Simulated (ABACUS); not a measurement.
# Re (P6_3/mmc) in ABACUS: a series of runs, part 2 of 2

ABACUS 3.10.1. The steps go on from the part before.

## Step 5: Single point, PBE

Input file INPUT:

```
INPUT_PARAMETERS
suffix              Re
calculation         scf
basis_type          pw
pseudo_dir          ./
latname             hexagonal
symmetry            1
dft_functional      pbe
ecutwfc             73
pseudo_rcut         7
nspin               1
nbands              25
ks_solver           dav
smearing_method     fd
smearing_sigma      0.00367493
scf_thr             1e-08
scf_nmax            100
mixing_type         broyden
mixing_beta         0.7
cal_force           1
cal_stress          1
out_chg             1
kpar                4
```

Input file STRU:

```
ATOMIC_SPECIES
Re 186.2070 Re.upf

LATTICE_CONSTANT
5.2171558849

LATTICE_PARAMETERS
1.6148217908

ATOMIC_POSITIONS
Direct

Re
0.0
2
0.6666666667 0.3333333333 0.7500000000 1 1 1
0.3333333333 0.6666666667 0.2500000000 1 1 1
```

Input file KPT:

```
K_POINTS
0
Gamma
8 8 4 0 0 0
```

Potentials or basis: PseudoDojo NC SR 0.4.1 PBE standard, plane waves.

Started as:

```sh
$ OMP_NUM_THREADS=1 mpirun -np 4 abacus > log
```

running log:

```text
ABACUS v3.10.1

               Atomic-orbital Based Ab-initio Computation at UStc

 ------------------------------------------------------------------------------------

 READING GENERAL INFORMATION
                           global_out_dir = OUT.Re/
                           global_in_card = INPUT
                               pseudo_dir = ./
                              orbital_dir =
                                    DSIZE = 4
                                    GSIZE = 1

 READING UNITCELL INFORMATION
                                    ntype = 1
                  lattice constant (Bohr) = 5.21716
              lattice constant (Angstrom) = 2.7608

 READING ATOM TYPE 1
                               atom label = Re
                      L=0, number of zeta = 1
                      L=1, number of zeta = 1
                      L=2, number of zeta = 1
             number of atom for this type = 2

                        TOTAL ATOM NUMBER = 2
DIRECT COORDINATES
    atom                   x                   y                   z     mag                  vx                  vy                  vz
taud_Re1            0.6666666667        0.3333333333        0.7500000000  0.0000        0.0000000000        0.0000000000        0.0000000000
taud_Re2            0.3333333333        0.6666666667        0.2500000000  0.0000        0.0000000000        0.0000000000        0.0000000000

                          Volume (Bohr^3) = 198.59
[... 295 lines left out ...]
 E_KohnSham     -347.1741228763      -4723.5462692694
 E_KS(sigma->0) -347.1734225373      -4723.5367406692
 E_Harris       -347.1743165952      -4723.5489049512
 E_band         -10.2170769524       -139.0104634570
 E_one_elec     -35.1308501627       -477.9797377969
 E_Hartree      37.8984395874        515.6347236968
 E_xc           -69.2787410846       -942.5856290169
 E_Ewald        -280.6615705385      -3818.5965689521
 E_entropy(-TS) -0.0014006779        -0.0190572003
 E_descf        0.0000000000         0.0000000000
 E_exx          0.0000000000         0.0000000000
 E_Fermi        1.7718153565         24.1067846527
----------------------------------------------------------

 charge density convergence is achieved
 final etot is -4723.5462693 eV
 EFERMI = 24.106784653 eV

 STATE ENERGY(eV) AND OCCUPATIONS    NSPIN == 1
 1/8 kpoint (Cartesian) = 0.0000 0.0000 0.0000 (2069 pws)
       1       -55.7360     0.00781250
       2       -55.6136     0.00781250
       3       -18.1918     0.00781250
       4       -17.1467     0.00781250
       5       -17.1467     0.00781250
       6       -16.9720     0.00781250
[... 152 lines left out ...]
      24        41.2194        0.00000
      25        41.5897        0.00000

[... levels at 2 further k points ...]

------------------------------------------------------------------------------------------
 TOTAL-FORCE (eV/Angstrom)
------------------------------------------------------------------------------------------
                       Re1         0.0000000000         0.0000000000         0.0000000000
                       Re2         0.0000000000         0.0000000000         0.0000000000
------------------------------------------------------------------------------------------

----------------------------------------------------------------
 TOTAL-STRESS (KBAR)
----------------------------------------------------------------
        53.8362603746        -0.0000000000        -0.0000000000
         0.0000000000        53.8362603746         0.0000000000
         0.0000000000        -0.0000000000        85.9799584658
----------------------------------------------------------------
 TOTAL-PRESSURE: 64.550826 KBAR

 --------------------------------------------
 !FINAL_ETOT_IS -4723.5462692694009093 eV
 --------------------------------------------
```

stdout:

```text
ABACUS v3.10.1

               Atomic-orbital Based Ab-initio Computation at UStc

%%%%%%%%%%%%%%%%%%%%%%%%%%%%%%%%%%%%%%%%%%%%%%%%%%%%%%%%%%%%%%%%%%%%%%%%%%%%%%%%%%%%%%%%%%%%%%%%%%%%%%%%%
 Warning: the number of valence electrons in pseudopotential > 7 for Re: [Xe] 4f14 5d5 6s2
[... 31 lines left out ...]
 TOTAL-STRESS (KBAR)
----------------------------------------------------------------
        53.8362603746        -0.0000000000        -0.0000000000
         0.0000000000        53.8362603746         0.0000000000
         0.0000000000        -0.0000000000        85.9799584658
----------------------------------------------------------------
 TOTAL-PRESSURE: 64.550826 KBAR
```

Run time: 4.7 s. Hardware: 4 MPI ranks of Intel Xeon 6975P-C (Granite Rapids), shared host; peak memory 0.36 GiB.

What came out:

```yaml
Free_energy: -4723.5463 eV
Pressure: 6.5 GPa
Band_gap_on_the_k_mesh: none (metal or under the smearing width)
```

Stress tensor (GPa, compression positive):
```
5.38 0.00 0.00
0.00 5.38 0.00
0.00 0.00 8.60
```

## Step 6: The runs side by side

| potentials or basis | cutoff (eV) | orbital files | SCF threshold on the density | eigensolver | gap on the mesh (eV) | pressure (GPa) |
| --- | --- | --- | --- | --- | --- | --- |
| PseudoDojo NC SR 0.4.1 PBE standard, DZP LCAO (the cutoffs set its grid) | 1361 | Re Re_confined-atom_7au_3s2p2d1f.orb | 1e-07 | genelpa | none | 7.8 |
| PseudoDojo NC SR 0.4.1 PBE standard, TZDP LCAO (the cutoffs set its grid) | 1361 | Re Re_confined-atom_7au_4s3p3d1f.orb | 1e-07 | genelpa | none | 7.1 |
| PseudoDojo NC SR 0.4.1 PBE standard, plane waves | 993 | - | 1e-08 | dav | none | 6.5 |

Alike in all rows: task single point; level PBE; no spin polarisation; cell as given; k mesh 8 × 8 × 4; smearing fermi-dirac 0.05 eV.

Caveats: the atomic orbitals were generated for these runs and aren't a published set (some runs); the basis of atomic orbitals isn't converged, which shifts pressures, moduli and gaps (some runs).

Absolute energies hang on the potentials; compare differences alone.
